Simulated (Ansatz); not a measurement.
**MnSb (zincblende): how the settings move a single-point run**

Aim: see which settings change the result for MnSb (zincblende), by how much, and at what cost.

Computed with Ansatz 0.2.0 (reference: DFT r2SCAN, scalar-relativistic, plane waves, PAW, unless a step's input says otherwise).

1 further run of the same task is left out (it didn't finish). Runs told in other sessions of the task aren't counted.

## 1. The system as given

The structure is cubic, space group F-43m (No. 216). Conventional cell: a = 6.201 Å, b = 6.201 Å, c = 6.201 Å, α = 90.00°, β = 90.00°, γ = 90.00°. Mn (site symmetry -43m) has 4 Sb at 2.68 Å in its first shell of neighbours. Around Sb (site symmetry -43m) lie 4 Mn at 2.68 Å.

As a file:

```xyz
2
Lattice="0.0000 3.1003 3.1003 3.1003 0.0000 3.1003 3.1003 3.1003 0.0000" Properties=species:S:1:pos:R:3 pbc="T T T"
Mn    0.0000    0.0000    0.0000
Sb    1.5501    1.5501    1.5501
```

## 2. The reference run

input.yaml

```yaml
crystal:
  lattice:
    - [0.0, 3.1002856324, 3.1002856324]
    - [3.1002856324, 0.0, 3.1002856324]
    - [3.1002856324, 3.1002856324, 0.0]
  atoms:
    - { symbol: Mn, position: [0.0, 0.0, 0.0], spin: 4.52 }
    - { symbol: Sb, position: [0.25, 0.25, 0.25] }
basis:
  ecutwfc: 500
  ecutrho_ratio: 4
kpoints:
  mp_grid: { grid: [10, 10, 10] }
hamiltonian:
  xc: r2scan
scf:
  occupations: { method: gaussian, width: 0.05 }
output:
  forces: true
  stress: true
  eigenvalues: true
  populations: true
magnetization:
  spin_polarized: true
```

Command:

```console
$ ansatz run input.yaml --threads 2 --pin off --max-ram 2662MiB --backend cpu --events-out ev --progress --plain --runs-dir out
```

## 3. Variant: hubbard.sites [{species: Mn, l: d, u_eff: 4.0}], hubbard.double_counting fll

Changes to input.yaml since step 2:

```diff
@@ -6,3 +6,3 @@
   atoms:
-    - { symbol: Mn, position: [0.0, 0.0, 0.0], spin: 4.52 }
+    - { symbol: Mn, position: [0.0, 0.0, 0.0], spin: 3.5 }
     - { symbol: Sb, position: [0.25, 0.25, 0.25] }
@@ -15,2 +15,3 @@
   xc: r2scan
+  hubbard: { sites: [{ species: Mn, l: d, u_eff: 4.0 }], double_counting: fll }
 scf:
@@ -20,4 +21,2 @@
   stress: true
-  eigenvalues: true
-  populations: true
 magnetization:
```

## 4. Changing settings: ecutwfc 22.0 Ry, preconditioner local_kerker

input.yaml

```yaml
crystal:
  lattice:
    - [0.0, 3.1002856324, 3.1002856324]
    - [3.1002856324, 0.0, 3.1002856324]
    - [3.1002856324, 3.1002856324, 0.0]
  atoms:
    - { symbol: Mn, position: [0.0, 0.0, 0.0], spin: 3.5 }
    - { symbol: Sb, position: [0.25, 0.25, 0.25] }
basis:
  ecutwfc: "22.0 Ry"
  ecutrho_ratio: 4
kpoints:
  mp_grid: { grid: [10, 10, 10] }
hamiltonian:
  xc: r2scan
scf:
  occupations: { method: gaussian, width: 0.05 }
  mixing: { preconditioner: local_kerker }
output:
  forces: true
  stress: true
  write_density: true
  write_potential: true
  elf: true
  volumetric_format: npy
magnetization:
  spin_polarized: true
```

## 5. Changing settings: occupations.method tetrahedron_uncorrected, width left out

input.yaml

```yaml
crystal:
  lattice:
    - [0.0, 3.1002856324, 3.1002856324]
    - [3.1002856324, 0.0, 3.1002856324]
    - [3.1002856324, 3.1002856324, 0.0]
  atoms:
    - { symbol: Mn, position: [0.0, 0.0, 0.0], spin: 3.5 }
    - { symbol: Sb, position: [0.25, 0.25, 0.25] }
basis:
  ecutwfc: 500
  ecutrho_ratio: 4
kpoints:
  mp_grid: { grid: [10, 10, 10] }
hamiltonian:
  xc: r2scan
scf:
  occupations: { method: tetrahedron_uncorrected }
output:
  forces: true
  stress: true
  write_density: true
  write_potential: true
  elf: true
  volumetric_format: npy
magnetization:
  spin_polarized: true
```

## 6. Changed: hubbard.sites [{species: Mn, l: d, u_eff: 2.0}], hubbard.double_counting fll

Changes to input.yaml since step 2:

```diff
@@ -6,3 +6,3 @@
   atoms:
-    - { symbol: Mn, position: [0.0, 0.0, 0.0], spin: 4.52 }
+    - { symbol: Mn, position: [0.0, 0.0, 0.0], spin: 3.5 }
     - { symbol: Sb, position: [0.25, 0.25, 0.25] }
@@ -15,2 +15,3 @@
   xc: r2scan
+  hubbard: { sites: [{ species: Mn, l: d, u_eff: 2.0 }], double_counting: fll }
 scf:
@@ -20,4 +21,2 @@
   stress: true
-  eigenvalues: true
-  populations: true
 magnetization:
```

**Question.** What will these runs give? Wanted: for each run, ending; energy change; pressure; gap; abs. moment; force.

The runs gave:

| run | ending | energy change | pressure (GPa) | gap (eV) | abs. moment (μB) | force (eV/Å) | cycles | time |
| --- | --- | --- | --- | --- | --- | --- | --- | --- |
| reference | converged | 0 | 0.0 | 0.00 | 4.85 | 0.00 | 12 | 20 s |
| 1: hubbard.sites [{species: Mn, l: d, u_eff: 4.0}], hubbard.double_counting fll | converged | +459.7 meV/atom (Hubbard term changed: no physical gain or loss) | 3.8 | 0.00 | 5.33 | 0.00 | 14 | 23 s |
| 2: ecutwfc 22.0 Ry, preconditioner local_kerker | converged | +121.0 meV/atom | 0.3 | 0.00 | 4.85 | 0.00 | 14 | 11 s |
| 3: occupations.method tetrahedron_uncorrected, width left out | converged | +18.9 meV/atom (σ→0) | 0.2 | 0.00 | 4.85 | 0.00 | 19 | 31 s |
| 4: hubbard.sites [{species: Mn, l: d, u_eff: 2.0}], hubbard.double_counting fll | converged | +261.3 meV/atom (Hubbard term changed: no physical gain or loss) | 2.0 | 0.00 | 5.13 | 0.00 | 16 | 22 s |

Times don't compare one to one where runs were asked for different outputs or read a saved state (see the inputs); cycles may leave out searches for a lower state.

Residual by cycle in the longest SCF loop of each run; runs are numbered as in the table. The quantity is the density residual dr2, in eV.

| cycle | reference | run 1 | run 2 | run 3 | run 4 |
| --- | --- | --- | --- | --- | --- |
| 1 | 0.263 | 0.347 | 0.249 | 0.938 | 0.534 |
| 3 | 0.0683 | 0.0585 | 0.133 | 0.123 | 0.107 |
| 4 | 0.0216 | 0.00172 | 0.077 | 0.0128 | 0.00995 |
| 6 | 2.8e-4 | 7.7e-4 | 0.00186 | 5.5e-4 | 2.5e-4 |
| 8 | 3.2e-6 | 1.1e-4 | 6.6e-5 | 2.0e-4 | 1.1e-4 |
| 9 | 6.4e-7 | 3.5e-5 | 1.2e-5 | 8.8e-5 | 1.3e-4 |
| 11 | 9.0e-9 | 4.7e-6 | 1.2e-7 | 5.6e-5 | 4.0e-5 |
| 12 | 8.2e-9 | 8.6e-8 | 1.2e-7 | 6.4e-6 | 4.6e-6 |
| 14 | - | 3.6e-9 | 7.8e-9 | 1.2e-6 | 6.2e-7 |
| 16 | - | - | - | 7.1e-8 | 9.2e-8 |
| 17 | - | - | - | 3.8e-8 | - |
| 19 | - | - | - | 1.1e-9 | - |

Run 2 ran under the cutoff that the potentials recommend, as the log warns, so basis error is mixed into its values. A changed U is a change of model: its shifts are not errors of convergence.
